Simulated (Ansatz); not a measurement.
# Si3N4: the cost of one run

Computed with Ansatz 0.2.0 (DFT, LDA, plane-wave PAW, default files, scalar-relativistic).

1 further run of the same task is left out (it didn't finish).

## 1. The system as given

The structure is cubic, space group I-43d (No. 220). The conventional cell has a = 6.475 Å, b = 6.475 Å, c = 6.475 Å, α = 90.00°, β = 90.00°, γ = 90.00°. Si (site symmetry -4) has 4 N at 1.75 Å as nearest neighbours. N (site symmetry 3) has 3 Si at 1.75 Å as nearest neighbours.

As a file:

```
Si N
1.0
    -3.23735    3.23735    3.23735
     3.23735   -3.23735    3.23735
     3.23735    3.23735   -3.23735
Si N
6 8
Cartesian
  2.4280 3.2374 -1.6187
  -1.6187 2.4280 3.2374
  0.8093 3.2374 1.6187
  1.6187 0.8093 3.2373
  3.2374 -1.6187 2.4280
  3.2374 1.6187 0.8093
  1.8220 1.8220 1.8220
  0.2033 -0.2033 3.0340
  1.4154 4.6527 -1.4154
  3.0340 0.2033 -0.2033
  -1.4154 1.4154 4.6527
  0.2033 0.2033 0.2033
  4.6527 -1.4154 1.4154
  -0.2033 3.0340 0.2033
```

The earlier run gave: gap on the mesh 4.07 eV, largest force 0.021 eV/Å, pressure 1.9 GPa.

Site by site (atoms counted from 1):

| site | atoms | first shell | V_zz (10²¹ V/m²) | η | C_Q (MHz) |
| --- | --- | --- | --- | --- | --- |
| Si | 1, 2, 3, 4, … | 4 N at 1.75 Å | -0.10 | 0.00 | – |
| N | 7, 8, 9, 10, … | 3 Si at 1.75 Å | -5.77 | 0.00 | -2.85 (¹⁴N) |

C_Q = eQV_zz/h, which is 24.18 MHz for Q = 1 b and V_zz = 10²¹ V/m²; η = (V_xx − V_yy)/V_zz. Q values from Pyykkö, Mol. Phys. 116, 1328 (2018). A dash under C_Q marks elements without a common quadrupolar isotope.

## 2. Functional LDA at the relaxed positions

input.yaml

```yaml
crystal:
  lattice:
    - [-3.23735, 3.23735, 3.23735]
    - [3.23735, -3.23735, 3.23735]
    - [3.23735, 3.23735, -3.23735]
  atoms:
    - { symbol: Si, position: [0.25, 0.125, 0.875] }
    - { symbol: Si, position: [0.875, 0.25, 0.125] }
    - { symbol: Si, position: [0.75, 0.375, 0.625] }
    - { symbol: Si, position: [0.625, 0.75, 0.375] }
    - { symbol: Si, position: [0.125, 0.875, 0.25] }
    - { symbol: Si, position: [0.375, 0.625, 0.75] }
    - { symbol: "N", position: [0.5628, 0.5628, 0.5628] }
    - { symbol: "N", position: [0.4372, 0.5, 0.0] }
    - { symbol: "N", position: [0.5, 0.0, 0.9372] }
    - { symbol: "N", position: [0.0, 0.4372, 0.5] }
    - { symbol: "N", position: [0.9372, 0.5, 0.0] }
    - { symbol: "N", position: [0.0628, 0.0628, 0.0628] }
    - { symbol: "N", position: [0.0, 0.9372, 0.5] }
    - { symbol: "N", position: [0.5, 0.0, 0.4372] }
kpoints:
  mp_grid: { grid: [6, 6, 6] }
scf:
  occupations: { method: fermi_dirac, width: 0.02 }
hamiltonian:
  xc: lda
  pseudopotentials: { kind: paw }
output:
  forces: true
  stress: true
  populations: true
  efg:
    quadrupole_moments_barn: { "N": 0.02044 }
    contact_densities: true
```

On the command line:

```sh
ansatz run input.yaml --threads 4 --pin off --max-ram 8192MiB --backend cpu --events-out ev --progress --plain --runs-dir out
```

Q: Estimate wall time and peak memory on 4 threads of Arm Neoverse V1, shared host.

About 3.8 s, with a peak of 0.44 GiB.
